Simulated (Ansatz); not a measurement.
# How much does C in Ru(0001), 2x2 scatter?, part 3 of 3

Wanted: the reflection from a plane of defects, C in Ru(0001), 2x2, and the resistivity it implies.

Ansatz 0.2.0; Ansatz plane-wave DFT, PBE, PAW files; ballistic transport by layer matching (Landauer), zero bias; PAW set soft_1 (the session's first sound run).

So far, resistivity per at.% scaled from this dense plane, with the factor 3/4 for isotropic scattering (µΩ cm): step 3 (resistance at ideal sites) 2.16.

## Step 5: Transmission after relaxation, relaxed yes

The transmission is solved again on the relaxed atoms.

This step: Ansatz plane-wave DFT, PBE, PAW files; ballistic transport by layer matching (Landauer), zero bias; PAW set soft_1 (Ansatz 0.2.0).

input.yaml reads:

```yaml
crystal:
  lattice:
    - [5.4116, 0.0, 0.0]
    - [-2.7058, 4.6865830751, 0.0]
    - [0.0, 0.0, 34.2552]
  atoms:
    - { symbol: Ru, position: [0.1666666667, 0.3333333333, 0.03125] }
    - { symbol: Ru, position: [0.1666666667, 0.8333333333, 0.03125] }
    - { symbol: Ru, position: [0.6666666667, 0.3333333333, 0.03125] }
    - { symbol: Ru, position: [0.6666666667, 0.8333333333, 0.03125] }
    - { symbol: Ru, position: [0.3333333333, 0.1666666667, 0.09375] }
    - { symbol: Ru, position: [0.3333333333, 0.6666666667, 0.09375] }
    - { symbol: Ru, position: [0.8333333333, 0.1666666667, 0.09375] }
    - { symbol: Ru, position: [0.8333333333, 0.6666666667, 0.09375] }
    - { symbol: Ru, position: [0.1666666667, 0.3333333333, 0.15625] }
    - { symbol: Ru, position: [0.1666666667, 0.8333333333, 0.15625] }
    - { symbol: Ru, position: [0.6666666667, 0.3333333333, 0.15625] }
    - { symbol: Ru, position: [0.6666666667, 0.8333333333, 0.15625] }
    - { symbol: Ru, position: [0.3333333333, 0.1666666667, 0.21875] }
    - { symbol: Ru, position: [0.3333333333, 0.6666666667, 0.21875] }
    - { symbol: Ru, position: [0.8333333333, 0.1666666667, 0.21875] }
    - { symbol: Ru, position: [0.8333333333, 0.6666666667, 0.21875] }
    - { symbol: Ru, position: [0.1666666667, 0.3333333333, 0.28125] }
    - { symbol: Ru, position: [0.1666666667, 0.8333333333, 0.28125] }
    - { symbol: Ru, position: [0.6666666667, 0.3333333333, 0.28125] }
    - { symbol: Ru, position: [0.6666666667, 0.8333333333, 0.28125] }
    - { symbol: Ru, position: [0.3331834428, 0.1665917214, 0.3429421679] }
    - { symbol: Ru, position: [0.3333333333, 0.6666666667, 0.3428142642] }
    - { symbol: Ru, position: [0.8334082786, 0.1665917214, 0.3429421679] }
    - { symbol: Ru, position: [0.8334082786, 0.6668165572, 0.3429421679] }
    - { symbol: Ru, position: [0.1662142239, 0.3324284478, 0.4048536387] }
    - { symbol: Ru, position: [0.1662142239, 0.8337857761, 0.4048536387] }
    - { symbol: Ru, position: [0.6666666667, 0.3333333333, 0.4046448398] }
    - { symbol: Ru, position: [0.6675715522, 0.8337857761, 0.4048536387] }
    - { symbol: Ru, position: [0.3350890422, 0.1675445211, 0.4666028914] }
    - { symbol: Ru, position: [0.3333333333, 0.6666666667, 0.465117964] }
    - { symbol: Ru, position: [0.8324554789, 0.1675445211, 0.4666028914] }
    - { symbol: Ru, position: [0.8324554789, 0.6649109578, 0.4666028914] }
    - { symbol: Ru, position: [0.1757480818, 0.3514961636, 0.5286290221] }
    - { symbol: Ru, position: [0.1757480818, 0.8242519182, 0.5286290221] }
    - { symbol: Ru, position: [0.6666666667, 0.3333333333, 0.5287652087] }
    - { symbol: Ru, position: [0.6485038364, 0.8242519182, 0.5286290221] }
    - { symbol: Ru, position: [0.351485387, 0.1757426935, 0.5950046749] }
    - { symbol: Ru, position: [0.3333333333, 0.6666666667, 0.5948639979] }
    - { symbol: Ru, position: [0.8242573065, 0.1757426935, 0.5950046749] }
    - { symbol: Ru, position: [0.8242573065, 0.648514613, 0.5950046749] }
    - { symbol: Ru, position: [0.1674247723, 0.3348495446, 0.6570904526] }
    - { symbol: Ru, position: [0.1674247723, 0.8325752277, 0.6570904526] }
    - { symbol: Ru, position: [0.6666666667, 0.3333333333, 0.6585070709] }
    - { symbol: Ru, position: [0.6651504554, 0.8325752277, 0.6570904526] }
    - { symbol: C, position: [0.0, 0.0, 0.5618164646] }
    - { symbol: Ru, position: [0.3333333333, 0.1666666667, 0.71875] }
    - { symbol: Ru, position: [0.3333333333, 0.6666666667, 0.71875] }
    - { symbol: Ru, position: [0.8333333333, 0.1666666667, 0.71875] }
    - { symbol: Ru, position: [0.8333333333, 0.6666666667, 0.71875] }
    - { symbol: Ru, position: [0.1666666667, 0.3333333333, 0.78125] }
    - { symbol: Ru, position: [0.1666666667, 0.8333333333, 0.78125] }
    - { symbol: Ru, position: [0.6666666667, 0.3333333333, 0.78125] }
    - { symbol: Ru, position: [0.6666666667, 0.8333333333, 0.78125] }
    - { symbol: Ru, position: [0.3333333333, 0.1666666667, 0.84375] }
    - { symbol: Ru, position: [0.3333333333, 0.6666666667, 0.84375] }
    - { symbol: Ru, position: [0.8333333333, 0.1666666667, 0.84375] }
    - { symbol: Ru, position: [0.8333333333, 0.6666666667, 0.84375] }
    - { symbol: Ru, position: [0.1666666667, 0.3333333333, 0.90625] }
    - { symbol: Ru, position: [0.1666666667, 0.8333333333, 0.90625] }
    - { symbol: Ru, position: [0.6666666667, 0.3333333333, 0.90625] }
    - { symbol: Ru, position: [0.6666666667, 0.8333333333, 0.90625] }
    - { symbol: Ru, position: [0.3333333333, 0.1666666667, 0.96875] }
    - { symbol: Ru, position: [0.3333333333, 0.6666666667, 0.96875] }
    - { symbol: Ru, position: [0.8333333333, 0.1666666667, 0.96875] }
    - { symbol: Ru, position: [0.8333333333, 0.6666666667, 0.96875] }
kpoints:
  mp_grid: { grid: [5, 5, 1] }
hamiltonian:
  xc: pbe
  pseudopotentials: { kind: paw, azcp: { folder: soft_1 } }
scf:
  occupations: { method: fermi_dirac, width: 0.1 }
output:
  transmission:
    leads: [[0, 8]]
    kmesh: [10, 10]
    e_range: [-0.05, 0.05]
    de: 0.05
  write_potential: true
  write_density: true
  volumetric_format: npy
```

Launch:

```
> ansatz run input.yaml --threads 4 --pin off --max-ram 15360MiB --backend cpu --events-out ev --progress --plain --runs-dir out
```

Numbers of over 12 decimals in the logs are rounded to 6 here.

What it wrote:

```text
[...]
Crystal: 65 atoms, lattice volume = 868.777 Å³
Basis set: ecut = 420 eV, 16909 PW (Γ)
Bands: 617, of which v1, the nominal top of the filled ones, is band 514 counted from 1 (513 counted from 0)
Symmetry: 6 space group operations
[...]
k-points: 5 of 25 (time reversal used)
[...]
SCF iter   1: F=—  HF=-376551.825911 eV  |F-HF|=—  |Δ(HF+E_count)|=         —  Δρ=1.48e-1  dr2=7.08e3  ethr=3.10e-3  ⟨swp⟩=5.0  Hψ=9840  notcnv=0  defer=4
[...]
SCF iter  11: F=-376488.156715 eV  HF=-376488.156715 eV  |F-HF|=1.87e-8  |Δ(HF+E_count)|=   4.83e-9  Δρ=4.00e-7  dr2=1.95e-8  ethr=9.73e-12  ⟨swp⟩=7.4  Hψ=7593  notcnv=0
SCF 1 converged in 11 iterations: F = -376488.156715 eV  dr2 = 1.95e-8
[...]
transmission: 89 of 882 steps passed
transmission: 179 of 882 steps passed
[...]
transmission: 882 of 882 steps passed
SCF converged after 11 iterations
Free energy (F): -376488.156715 eV
[...]
Internal energy: -376486.087311 eV  (E = F + TS)
E sigma→0 (E₀):  -376487.122013 eV
Entropy (-TS):   -2.069404 eV (-31.837 meV/atom)
Fermi energy:    23.504118 eV
[...]
--- Band table (eV; the first three rows and the last of 5) ---
  k-point 0: bands = [... 510 lower, 24.2187, 24.2235, 24.2707, 24.2707, 24.3132, 24.3132, 24.4022, 24.4022, ... 99 higher]
  k-point 1: bands = [... 510 lower, 23.8458, 23.9116, 23.9474, 23.9546, 23.9559, 23.9795, 23.9872, 23.9903, ... 99 higher]
  k-point 2: bands = [... 510 lower, 23.2055, 23.2526, 23.2624, 23.2969, 23.3289, 23.4072, 23.4271, 23.4887, ... 99 higher]
  k-point 4: bands = [... 510 lower, 23.0813, 23.1306, 23.1346, 23.3378, 23.3780, 23.4543, 23.4571, 23.4615, ... 99 higher]
--- Transmission ---
  basis      : 223 plane waves across, 63 finite elements along
  points     : 14, standing for a mesh of 10 x 10
[...]
channels       : 5.280000e0 a spin
[...]
junction   : crystal 0 to crystal 0, 0.70 to 30.67 Å
    transmission   : 3.716067e0 a spin
[...]
```

It took 6.2 min on 4 threads of Arm Neoverse V1, shared host; peak memory 8.2 GiB; 23 min of CPU time.

Numbers from this step:

* free energy: -376488.1567 eV
* energy at zero smearing: -376487.1220 eV
* transmission per spin nearest the Fermi level: 3.716
* open channels per spin nearest the Fermi level: 5.28
* step of the lead's potential: 6.7 meV

Per spin. The transmission, zone mean by energy, zero at the Fermi level:

```csv
energy (eV),"transmission, zone mean"
-0.0500,3.70
0.0000,3.72
0.0500,4.05
```

Transmission over k1 and k2. At 0.0000 eV from the Fermi level.

Ten even steps from '_' (0.55) to '@' (9.55):
```
----::::::----..__..
::::--====--::::____
::::==++**++==::::..
--::==**@@@@**==::--
------++@@@@@@++----
----::==**@@@@**==::
::..::::==++**++==::
::____::::--====--::
--..__..----::::::--
----::::------::::--
```
Columns: k1 (b1) from -0.5 to 0.4; rows upwards: k2 (b2) from -0.5 to 0.4.

Over the solved energies the transmission per spin lies between 3.70 and 4.05, out of 5.48 channels of the lead on average (up to 6).

## Step 6: Resistance after relaxation

This step: Ansatz plane-wave DFT, PBE, PAW files; ballistic transport by layer matching (Landauer), zero bias; area resistance of the defect plane and resistivity an atomic per cent; PAW set soft_1 (Ansatz 0.2.0).

This step gave:

```
area resistance                                                                                 : 0.2593 fΩ m²
T over the leads' mean channel count                                                            : 0.6973
resistivity per at.% scaled from this dense plane, with the factor 3/4 for isotropic scattering : 3.634 µΩ cm
```

Averaged over the energies near the Fermi level, 69.7 % of the channels pass, which makes 0.259 fΩ m², against 0.154 on ideal sites.

## Step 7: Summary of results

* share of channels that pass, rigid: 0.782
* area resistance, rigid: 0.154 fΩ m²
* resistivity per at.% from the area resistance, times 3/4, rigid: 2.16 µΩ cm
* share of channels that pass, relaxed: 0.697
* area resistance, relaxed: 0.259 fΩ m²
* resistivity per at.% from the area resistance, times 3/4, relaxed: 3.63 µΩ cm

In words: The plane of defects adds 0.26 fΩ m². Scaled to one atomic per cent that is 4.8 µΩ cm as it stands and 3.6 with the factor 3/4 for isotropic scattering on a spherical Fermi surface; with the reflection in place of the resistance taken as linear in the density it would be 2.5. These are rough estimates of the dilute value, not bounds. One C in each 2x2 cell reflects 30 % of the lead's channels. The relaxed cell differs by 68 % in resistance; between the two runs the lead's own channel count goes from 5.92 to 5.48, so sampling may have a part in it. The defects form a dense periodic sheet that scatters coherently, unlike a dilute random alloy. T and N are means over the solved energies nearest the Fermi level.

[Logs are printed without paths, hosts, clocks, repeated set-up lines and the standing remarks that a program may print on its own settings, such as how far it seeks lower states.]

[Hosts, paths, dates, database ids (printed as entryN), source tags and the programs' standing remarks are cut or masked in the printed files.]
